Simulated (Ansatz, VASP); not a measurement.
One calculation of KBr, two programs

```xyz
2
Lattice="4.0435 0.0000 0.0000 0.0000 4.0435 0.0000 0.0000 0.0000 4.0435" Properties=species:S:1:pos:R:3 pbc="T T T"
K    -0.1250    0.0000    0.0000
Br    2.0217    2.0217    2.0217
```

Change from the starting cell: all K atoms moved +0.125 Å, as atom 1 towards its neighbour atom 1 (K) at 4.043 Å.

Alike in both runs: task single point; functional PBE; k mesh 6 × 6 × 6; occupations gaussian, width 0.05 eV; no spin polarisation.

|  | VASP | Ansatz |
| --- | --- | --- |
| version | VASP 6.6.1 | Ansatz 0.2.0 |
| potentials or method | VASP PAW PBE potentials, release 64 (K_sv, Br) | scalar-relativistic, plane waves, PAW |
| plane-wave cutoff (eV) | 520 | 420 |
| valence electrons in the cell | 16 | 16 |

Ansatz gave:

```
gap on the k mesh at the Fermi level (eV) : 3.87
least direct gap on the mesh (eV)         : 4.13
pressure (GPa)                            : 0.0
rms of the force components (eV/Å)        : 0.039
```

Task: What did VASP give for the same quantities?

Result: gap on the k mesh at the Fermi level (eV): 3.87; least direct gap on the mesh (eV): 4.13; pressure (GPa): 0.1; rms of the force components (eV/Å): 0.040.

Atom by atom the forces differ by 0.001 eV/Å (rms over components). With one functional, cell and mesh, what is left measures potentials, basis and numerics.

A k mesh can miss the band edges.
